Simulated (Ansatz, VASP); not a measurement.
# ZnS in two plane-wave programs, part 2 of 2

Aim: how closely do two programs agree when they are given the same cell, functional and k mesh?

VASP 6.6.1 and Ansatz 0.2.0.

So far. Step 2 (VASP: band structure, LDA): At this level the cell is under a tension of 4.4 GPa, so at these settings it is away from equilibrium. Step 4 (Comparison): Among the levels compared at these points, filled levels agree within 15 meV and empty ones within 66 meV. Ansatz's pressure holds a Pulay correction of 0.05 GPa; VASP's holds none.

The database entry behind the starting cell differs from later determinations by our own check (about 0.1 % short), so it need not match the best structure at ambient conditions.

## 5. VASP: band structure, PBE

Level of this step: PBE; plane waves and PAW (Zn, S) (VASP).

The same path points are solved in both programs, so levels can be compared one by one.

Contents of INCAR:

```
SYSTEM = ZnS
PREC = Accurate
ENCUT = 400
EDIFF = 1E-06
NELM = 100
ISMEAR = 0
SIGMA = 0.02
LREAL = .FALSE.
ALGO = Normal
GGA = PE
NBANDS = 21
LORBIT = 11
LWAVE = .FALSE.
LCHARG = .FALSE.
KPAR = 4
```

Contents of POSCAR:

```
ZnS
1.0
    0.0000000000      2.7020000000      2.7020000000
    2.7020000000      0.0000000000      2.7020000000
    2.7020000000      2.7020000000      0.0000000000
Zn S
1 1
Direct
    0.2500000000      0.2500000000      0.2500000000
    0.0000000000      0.0000000000      0.0000000000
```

Contents of KPOINTS:

```
Automatic mesh
0
Gamma
5 5 5
0 0 0
```

Contents of KPOINTS_OPT:

```
Line mode
16
Line-mode
Reciprocal
  0.00000000   0.00000000   0.00000000 GAMMA
  0.50000000   0.00000000   0.50000000 X

  0.50000000   0.00000000   0.50000000 X
  0.50000000   0.25000000   0.75000000 W

  0.50000000   0.25000000   0.75000000 W
  0.37500000   0.37500000   0.75000000 K

  0.37500000   0.37500000   0.75000000 K
  0.00000000   0.00000000   0.00000000 GAMMA

  0.00000000   0.00000000   0.00000000 GAMMA
  0.50000000   0.50000000   0.50000000 L

  0.50000000   0.50000000   0.50000000 L
  0.62500000   0.25000000   0.62500000 U

  0.62500000   0.25000000   0.62500000 U
  0.50000000   0.25000000   0.75000000 W

  0.50000000   0.25000000   0.75000000 W
  0.50000000   0.50000000   0.50000000 L

  0.50000000   0.50000000   0.50000000 L
  0.37500000   0.37500000   0.75000000 K

  0.62500000   0.25000000   0.62500000 U
  0.50000000   0.00000000   0.50000000 X
```

PAW data sets: Zn and S (PBE family, release 64).

Started as:

```sh
> mpirun -np 4 vasp_std
```

Numbers of over 12 decimals in the logs are rounded to 6 here.

The program printed:

```text
[banner, memory and clock lines left out]
running    4 mpi-ranks, on    1 nodes
[...]
LDA part: xc-table for (Slater+PW92), standard interpolation
 POSCAR, INCAR and KPOINTS ok, starting setup
[...]
entering main loop
       N       E                     dE             d eps       ncg     rms          rms(c)
DAV:   1     0.898643352948E+02    0.89864E+02   -0.65773E+03   428   0.839E+02
DAV:   2     0.160514477887E+00   -0.89704E+02   -0.81310E+02   450   0.217E+02
DAV:   3    -0.717702392802E+01   -0.73375E+01   -0.72550E+01   485   0.570E+01
DAV:   4    -0.726561112413E+01   -0.88587E-01   -0.88517E-01   485   0.629E+00
[...]
DAV:  10    -0.683309501313E+01   -0.17148E-03   -0.24252E-04   480   0.873E-02    0.473E-02
DAV:  11    -0.683308781260E+01    0.72005E-05   -0.21807E-05   480   0.318E-02    0.150E-02
DAV:  12    -0.683308814794E+01   -0.33534E-06   -0.41208E-06   490   0.996E-03
   1 F= -.68330881E+01 E0= -.68330881E+01  d E =-.522954E-43
 Start KPOINTS_OPT (optional k-point list driver)
k-point batch [1-10\160]
       N       E                     dE             ncg
DAV:   1     0.462234043970E+03   -0.84686E+03      420
DAV:   2    -0.464269011433E+03   -0.92650E+03      450
DAV:   3    -0.541873192463E+03   -0.77604E+02      475
DAV:   4    -0.542729228710E+03   -0.85604E+00      495
DAV:   5    -0.542733741052E+03   -0.45123E-02      498
DAV:   6    -0.542733778424E+03   -0.37372E-04      496
DAV:   7    -0.542733778764E+03   -0.33969E-06      428
[...]
k-point batch [151-160\160]
       N       E                     dE             ncg
DAV:   1     0.326110302637E+03   -0.57080E+04      420
DAV:   2    -0.566980606219E+03   -0.89309E+03      441
DAV:   3    -0.634081309174E+03   -0.67101E+02      529
DAV:   4    -0.634828300061E+03   -0.74699E+00      475
DAV:   5    -0.634831666691E+03   -0.33666E-02      493
DAV:   6    -0.634831695312E+03   -0.28620E-04      498
DAV:   7    -0.634831695596E+03   -0.28467E-06      439
```

From OUTCAR (step 5):

```text
  Total        0.3991598      0.3991598      0.3991598      0.0000000      0.0000000      0.0000000
  in kB       16.2095630     16.2095630     16.2095630      0.0000000      0.0000000      0.0000000
  external PRESSURE =      16.2095630 kB  Pullay stress =       0.0000000 kB

 POSITION                                       TOTAL-FORCE (eV/Angst)
 -----------------------------------------------------------------------------------
      1.35100      1.35100      1.35100         0.000000      0.000000      0.000000
      0.00000      0.00000      0.00000        -0.000000     -0.000000     -0.000000
 -----------------------------------------------------------------------------------
    total drift:                               -0.000001     -0.000001     -0.000001

  FREE ENERGIE OF THE ION-ELECTRON SYSTEM (eV)
  ---------------------------------------------------
  free  energy   TOTEN  =        -6.8330881479 eV

  energy  without entropy=       -6.8330881479  energy(sigma->0) =       -6.83308815

[... 2 parts as in an earlier step ...]

[... 1 further part left out ...]
[key lines of the parts left out:]
E-fermi :   2.3074
```

The run ends at a pressure of 1.62 GPa.

## 6. Ansatz: band structure, PBE

The same cell, functional, mesh and smearing now go to Ansatz, which takes its cutoff from its data sets.

Contents of input.yaml:

```yaml
crystal:
  lattice:
    - [0.0, 2.702, 2.702]
    - [2.702, 0.0, 2.702]
    - [2.702, 2.702, 0.0]
  atoms:
    - { symbol: Zn, position: [0.25, 0.25, 0.25] }
    - { symbol: S, position: [0.0, 0.0, 0.0] }
hamiltonian:
  xc: pbe
  pseudopotentials: { kind: paw }
kpoints:
  mp_grid: { grid: [5, 5, 5] }
  band_path:
    path:
      - [0.0, 0.0, 0.0]
      - [0.16667, 0.0, 0.16667]
      - [0.33333, 0.0, 0.33333]
      - [0.5, 0.0, 0.5]
      - [0.5, 0.08333, 0.58333]
      - [0.5, 0.18333, 0.68333]
      - [0.5, 0.25, 0.75]
      - [0.45, 0.3, 0.75]
      - [0.40833, 0.34167, 0.75]
      - [0.35, 0.35, 0.7]
      - [0.225, 0.225, 0.45]
      - [0.075, 0.075, 0.15]
      - [0.03333, 0.03333, 0.03333]
      - [0.23333, 0.23333, 0.23333]
      - [0.4, 0.4, 0.4]
      - [0.51667, 0.46667, 0.51667]
      - [0.55833, 0.38333, 0.55833]
      - [0.60833, 0.28333, 0.60833]
      - [0.60833, 0.25, 0.64167]
      - [0.55833, 0.25, 0.69167]
      - [0.51667, 0.25, 0.73333]
      - [0.5, 0.3, 0.7]
      - [0.5, 0.38333, 0.61667]
      - [0.5, 0.48333, 0.51667]
      - [0.475, 0.475, 0.55]
      - [0.425, 0.425, 0.65]
      - [0.38333, 0.38333, 0.73333]
      - [0.59167, 0.18333, 0.59167]
      - [0.55, 0.1, 0.55]
      - [0.5, 0.0, 0.5]
    npoints: 1
scf:
  occupations: { method: gaussian, width: 0.02 }
  n_extra_bands: 7
output:
  forces: true
  stress: true
  eigenvalues: true
  write_density: true
  write_potential: true
  elf: true
  volumetric_format: npy
```

Started as:

```sh
> ansatz run input.yaml --threads 2 --pin off --max-ram 4608MiB --backend cpu --events-out ev --progress --plain --runs-dir out
```

The program printed:

```text
[...]
Crystal: 2 atoms, lattice volume = 39.454 Å³
Basis set: ecut = 420 eV, 749 PW (Γ), exchange–correlation on 54×54×54 points (8 copies of the dense FFT grid, shifted against one another)
Bands: 16, of which v1, the nominal top of the filled ones, is band 9 counted from 1 (8 counted from 0)
Symmetry: 24 space group operations
[...]
k-points: 10 of 125 (time reversal used)
[...]
k-point 0: bands = [... 5 lower, -0.0476, 5.7944, 5.7944, 5.7944, 7.9008, 12.1589, 12.1589, 12.1589, ... 3 higher]
  k-point 1: bands = [... 5 lower, -0.0489, 3.6467, 5.4607, 5.4607, 9.1628, 12.3069, 12.6667, 12.6667, ... 3 higher]
  k-point 2: bands = [... 5 lower, -0.0255, 1.1814, 4.9994, 4.9994, 9.1485, 12.7434, 12.7434, 14.2574, ... 3 higher]
  k-point 9: bands = [... 5 lower, 0.1857, 1.3786, 2.9789, 3.7564, 11.2529, 11.4791, 12.9847, 15.6525, ... 3 higher]
[key lines of the parts left out:]
SCF converged after 6 iterations
Free energy (F): -4222.718677 eV
Fermi energy:    6.847711 eV
P = ⅓ Tr σ = 1.6736 GPa (16.736 kbar)
```

It took 1.8 s on 2 threads of Arm Neoverse N1, shared host; peak memory 0.28 GiB; 3.1 s of CPU time.

## 7. Comparison

What differs besides the data sets and the points named for the pairs above, as far as they apply: VASP leaves aspherical gradient terms in its spheres out (LASPH is not set), Ansatz keeps them. Total energies have different zeros and are not compared.

The two programs side by side:

```csv
quantity,Ansatz,VASP,difference
pressure (GPa),1.67,1.62,+0.05
pressure without Ansatz's Pulay correction (GPa),1.61,1.62,-0.01
gap over the path points (eV),2.106,2.109,-0.003
```

Levels at points of the path, from each program's valence-band top (eV; 4 filled, then empty):

```csv
k (reciprocal lattice),Ansatz,VASP
0.000 0.000 0.000,-5.84 0.00 0.00 0.00 2.11 6.36 6.36,-5.85 0.00 0.00 0.00 2.11 6.39 6.39
0.167 0.000 0.167,-5.82 -1.57 -0.67 -0.67 3.82 5.27 7.42,-5.83 -1.58 -0.67 -0.67 3.82 5.29 7.46
0.333 0.000 0.333,-5.79 -3.48 -1.75 -1.75 3.92 4.47 9.37,-5.79 -3.48 -1.75 -1.75 3.92 4.48 9.40
0.500 0.000 0.500,-5.62 -4.56 -2.22 -2.22 3.40 4.06 10.95,-5.63 -4.56 -2.22 -2.22 3.40 4.07 10.98
0.500 0.083 0.583,-5.58 -4.57 -2.36 -2.35 3.81 4.43 10.26,-5.58 -4.57 -2.36 -2.35 3.81 4.44 10.30
0.500 0.183 0.683,-5.47 -4.59 -2.67 -2.64 5.07 5.53 8.64,-5.47 -4.59 -2.67 -2.64 5.08 5.54 8.67
0.500 0.250 0.750,-5.44 -4.59 -2.75 -2.71 5.69 6.02 7.85,-5.45 -4.59 -2.75 -2.72 5.70 6.03 7.87
0.450 0.300 0.750,-5.47 -4.60 -2.97 -2.31 5.04 5.98 8.24,-5.47 -4.60 -2.97 -2.31 5.05 6.00 8.27
0.408 0.342 0.750,-5.49 -4.62 -3.08 -1.93 4.33 5.96 8.99,-5.49 -4.62 -3.08 -1.93 4.34 5.97 9.03
0.350 0.350 0.700,-5.52 -4.62 -3.17 -1.65 4.30 6.39 9.02,-5.52 -4.62 -3.17 -1.64 4.31 6.41 9.06
```

Among the levels compared at these points, filled levels agree within 5 meV and empty ones within 48 meV. Ansatz's pressure holds a Pulay correction of 0.07 GPa; VASP's holds none.

## 8. VASP: dielectric response, PBE

The response to a field tests empty states and converges slowly with the mesh.

Contents of INCAR:

```
SYSTEM = ZnS
PREC = Accurate
ENCUT = 400
EDIFF = 1E-08
NELM = 100
ISMEAR = 0
SIGMA = 0.01
LREAL = .FALSE.
ALGO = Normal
GGA = PE
NBANDS = 15
LORBIT = 11
LWAVE = .FALSE.
LCHARG = .FALSE.
KPAR = 4
LEPSILON = .TRUE.
```

POSCAR is that of step 5.

Contents of KPOINTS:

```
Automatic mesh
0
Gamma
8 8 8
0 0 0
```

Started as:

```sh
> mpirun -np 4 vasp_std
```

The program printed:

```text
[... set-up lines as in an earlier step ...]
 entering main loop
       N       E                     dE             d eps       ncg     rms          rms(c)
DAV:   1     0.743489831762E+02    0.74349E+02   -0.74095E+03   870   0.118E+03
DAV:   2    -0.264803400144E+01   -0.76997E+02   -0.72072E+02  1003   0.234E+02
DAV:   3    -0.722676985385E+01   -0.45787E+01   -0.45622E+01  1038   0.581E+01
DAV:   4    -0.727245112073E+01   -0.45681E-01   -0.45667E-01  1066   0.612E+00
[...]
DAV:  12    -0.684435297224E+01   -0.78797E-06   -0.39384E-06  1216   0.228E-02    0.403E-03
DAV:  13    -0.684435293863E+01    0.33615E-07   -0.73604E-07  1004   0.979E-03    0.234E-03
DAV:  14    -0.684435293439E+01    0.42376E-08   -0.74056E-08  1073   0.237E-03
   1 F= -.68443529E+01 E0= -.68443529E+01  d E =-.280137E-64
 Linear response reoptimize wavefunctions to high precision
DAV:   1    -0.684435294135E+01   -0.69629E-08   -0.20809E-09   849   0.126E-03
DAV:   2    -0.684435294140E+01   -0.50477E-10   -0.49492E-10   631   0.173E-04
 Linear response G [H, r] |phi>, progress :
  Direction:   1
[...]
RMM:  12    -0.586617282917E+00    0.32104E-06    0.25351E-09  3818   0.804E-05    0.153E-05
RMM:  13    -0.586617363794E+00   -0.80877E-07    0.18270E-08  2470   0.463E-05    0.188E-06
 change of polarisation eV/A/(eV/A) component  2 :     0.246     1.088     0.107
 dielectric tensor                  component  2 :     1.129     5.989     0.492
 Linear response to external field, progress :
  Direction:   3
       N       E                     dE             d eps       ncg     rms          rms(c)
RMM:   1    -0.557378550219E+00   -0.55738E+00   -0.21695E+00  3854   0.370E+00
RMM:   2    -0.587115206888E+00   -0.29737E-01   -0.14971E-02  5136   0.820E-01    0.147E+00
RMM:   3    -0.556361409923E+00    0.30754E-01   -0.27279E-02  4933   0.873E-01    0.778E-01
RMM:   4    -0.570481788361E+00   -0.14120E-01   -0.18685E-02  5075   0.749E-01    0.207E-01
[...]
RMM:  11    -0.586617090425E+00    0.32825E-05    0.33778E-08  4911   0.345E-04    0.127E-05
RMM:  12    -0.586616783923E+00    0.30650E-06   -0.11884E-08  3829   0.816E-05    0.150E-05
RMM:  13    -0.586616859163E+00   -0.75240E-07    0.12700E-08  2479   0.468E-05    0.193E-06
 change of polarisation eV/A/(eV/A) component  3 :     0.194     0.195     1.088
 dielectric tensor                  component  3 :     0.888     0.894     5.989
 Born effective charges drift removed
```

Parts of OUTCAR (step 8):

```text
  Total        0.3824147      0.3824147      0.3824147      0.0000000      0.0000000     -0.0000000
  in kB       15.5295602     15.5295602     15.5295602      0.0000000      0.0000000     -0.0000000
  external PRESSURE =      15.5295602 kB  Pullay stress =       0.0000000 kB

 POSITION                                       TOTAL-FORCE (eV/Angst)
 -----------------------------------------------------------------------------------
      1.35100      1.35100      1.35100        -0.000000      0.000000      0.000000
      0.00000      0.00000      0.00000         0.000000     -0.000000     -0.000000
 -----------------------------------------------------------------------------------
    total drift:                               -0.000001     -0.000001     -0.000001

 MACROSCOPIC STATIC DIELECTRIC TENSOR (including local field effects in DFT)
 ------------------------------------------------------
           5.989040     0.000000     0.000000
           0.000000     5.989040     0.000000
           0.000000     0.000000     5.989040
 ------------------------------------------------------

[... 1 part as in an earlier step ...]

[... 1 further part left out ...]
```

## 9. Ansatz: dielectric response, PBE

The same cell, functional and mesh now go to Ansatz, which takes its cutoff from its data sets.

input.yaml, the sections that differ from step 6:

```yaml
kpoints:
  mp_grid: { grid: [8, 8, 8] }
scf:
  occupations: { method: fixed }
dielectric:
  method: response
# crystal, hamiltonian: as in step 6
# output: removed
```

Started as:

```sh
> ansatz run input.yaml --threads 2 --pin off --max-ram 4608MiB --backend cpu --events-out ev --progress --plain --runs-dir out
```

The program printed:

```text
[...]
Crystal: 2 atoms, lattice volume = 39.454 Å³
Basis set: ecut = 420 eV, 749 PW (Γ), exchange–correlation on 54×54×54 points (8 copies of the dense FFT grid, shifted against one another)
Bands: 13, of which v1, the nominal top of the filled ones, is band 9 counted from 1 (8 counted from 0)
Symmetry: 24 space group operations
k-points: 95 of 512 (irreducible under 4 space group operations, time reversal used)
[...]
site 0:
         1.99429   -0.00000   -0.00000
         0.00000    1.99429    0.00000
        -0.00000    0.00000    1.99429
    site 1:
        -1.99429    0.00000    0.00000
        -0.00000   -1.99429   -0.00000
         0.00000   -0.00000   -1.99429
  Z* charge neutrality: 4.182e-4 e pre-enforcement
  solved inside a basis spanned on kpoints, on 8×8×8 k-points, its susceptibility summed on 12×12×12: ε∞ is read to err by 1.6e-2, Z* by 1.3e-2 e (field_mesh: kpoints solves on kpoints); Z* is corrected for what the basis lacks
[key lines of the parts left out:]
SCF converged after 7 iterations
Free energy (F): -4222.729877 eV
Fermi energy:    5.786927 eV
```

It took 33 s on 2 threads; peak memory 0.44 GiB; 64 s of CPU time.

## 10. Differences

What differs besides the data sets and the points named for the pairs above, as far as they apply: VASP's response is taken on the typed mesh, Ansatz refines its own for the field response alone. Total energies have different zeros and are not compared.

The two programs side by side:

```csv
quantity,Ansatz,VASP,difference
ε∞ xx,5.93,5.99,-0.94 %
ε∞ yy,5.93,5.99,-0.94 %
ε∞ zz,5.93,5.99,-0.94 %
Born charge of Zn1 (mean of the diagonal) (e),1.99,2.01,-0.01
Born charge of S2 (mean of the diagonal) (e),-1.99,-2.01,+0.01
```

## 11. Summary of results

| Quantity | Value |
| --- | --- |
| difference in gap over the path points (band structure, LDA) | -0.024 eV |
| difference in gap over the path points (band structure, PBE) | -0.0025 eV |
| difference in ε∞ xx (dielectric response, PBE) | -0.94 % |

In words: The difference in gap over the path points is -0.024 eV (band structure, LDA), within the 0.08 eV picked in this series as the mark of a large difference. 2 further runs of this series are not shown here. How closely two codes agree says nothing of how well the functional describes the real material.

[Lines on the potential files, build, host, timing and source positions are cut from VASP's logs without a mark.]

[Logs are printed without paths, hosts, clocks, repeated set-up lines and the standing remarks that a program may print on its own settings, such as how far it seeks lower states.]

[Hosts, paths, dates, database ids (printed as entryN), source tags and the programs' standing remarks are cut or masked in the printed files.]
